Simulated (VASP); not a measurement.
# C: training a machine-learned force field on the fly

C, Fd-3m (no. 227), 24 atoms in the cell. PBE, on-the-fly training of a machine-learned force field; PAW potentials C (PBE set).

Ensemble: NpT; Target temperature (K): 210; Final target temperature (K): 910.

## Input

INCAR.step1:
```
  ALGO = Normal
  EDIFF = 1E-5
  ENCUT = 520
  GGA = PE
  IBRION = 0
  ISIF = 3
  ISMEAR = 0
  ISYM = 0
  KPAR = 8
  LANGEVIN_GAMMA = 10
  LANGEVIN_GAMMA_L = 10
  LASPH = True
  LCHARG = False
  LREAL = Auto
  LWAVE = False
  MDALGO = 3
  ML_LMLFF = True
  ML_MODE = train
  NELM = 60
  NSW = 4000
  PMASS = 100
  POTIM = 1.0
  PREC = Normal
  RANDOM_SEED = 801119 0 0
  SIGMA = 0.05
  TEBEG = 210
  TEEND = 910
```

INCAR.step2:
```
  ALGO = Normal
  EDIFF = 1E-5
  ENCUT = 520
  GGA = PE
  ISMEAR = 0
  ISYM = 0
  KPAR = 8
  LASPH = True
  LCHARG = False
  LREAL = Auto
  LWAVE = False
  ML_LMLFF = True
  ML_MODE = refit
  NELM = 60
  PREC = Normal
  SIGMA = 0.05
```

KPOINTS:
```
k-points
0
Gamma
  3 3 2
```

POSCAR:
```
C
1.0
    0.0000000000      3.5667400000      3.5667400000
    3.5667400000      0.0000000000      3.5667400000
    5.3501100000      5.3501100000      0.0000000000
C
24
Direct
    0.3750000000      0.3750000000      0.2500000000
    0.3750000000      0.3750000000      0.5833333333
    0.3750000000      0.3750000000      0.9166666667
    0.3750000000      0.8750000000      0.2500000000
    0.3750000000      0.8750000000      0.5833333333
    0.3750000000      0.8750000000      0.9166666667
    0.8750000000      0.3750000000      0.2500000000
    0.8750000000      0.3750000000      0.5833333333
    0.8750000000      0.3750000000      0.9166666667
    0.8750000000      0.8750000000      0.2500000000
    0.8750000000      0.8750000000      0.5833333333
    0.8750000000      0.8750000000      0.9166666667
    0.2500000000      0.2500000000      0.1666666667
    0.2500000000      0.2500000000      0.5000000000
    0.2500000000      0.2500000000      0.8333333333
    0.2500000000      0.7500000000      0.1666666667
    0.2500000000      0.7500000000      0.5000000000
    0.2500000000      0.7500000000      0.8333333333
    0.7500000000      0.2500000000      0.1666666667
    0.7500000000      0.2500000000      0.5000000000
    0.7500000000      0.2500000000      0.8333333333
    0.7500000000      0.7500000000      0.1666666667
    0.7500000000      0.7500000000      0.5000000000
    0.7500000000      0.7500000000      0.8333333333
```

Commands (each step's output is kept before the next begins):
```
cat potpaw_PBE.64/C/POTCAR > POTCAR
cp INCAR.step1 INCAR
mpirun -np 8 vasp_std > vasp.out
cp ML_ABN ../ML_AB1
cp ML_FFN ../ML_FFB
cp ML_ABN ML_AB
cp INCAR.step2 INCAR
mpirun -np 8 vasp_std > vasp.out
cp ML_FFN ../ML_FF
```

## Result

- Force error on the training data (eV/Å): 0.0427
- Energy error on the training data (eV/atom): 0.00035
- Steps with first-principles forces: 28
- Steps in all: 4000

Stages of the training:

| From (K) | To (K) | Steps | With first-principles forces | Force error (eV/Å) |
|---|---|---|---|---|
| 210 | 910 | 4000 | 28 | 0.0555 |

The force field was trained in 4000 steps, 28 of them with a first-principles calculation.

Limits: the cell is only 4.1 Å across, so each atom moves in step with near copies of itself.

VASP 6.6.1 took 384 s on 8 cores (Intel Xeon Platinum 8375C @ 2.90GHz (Ice Lake)), a shared host.
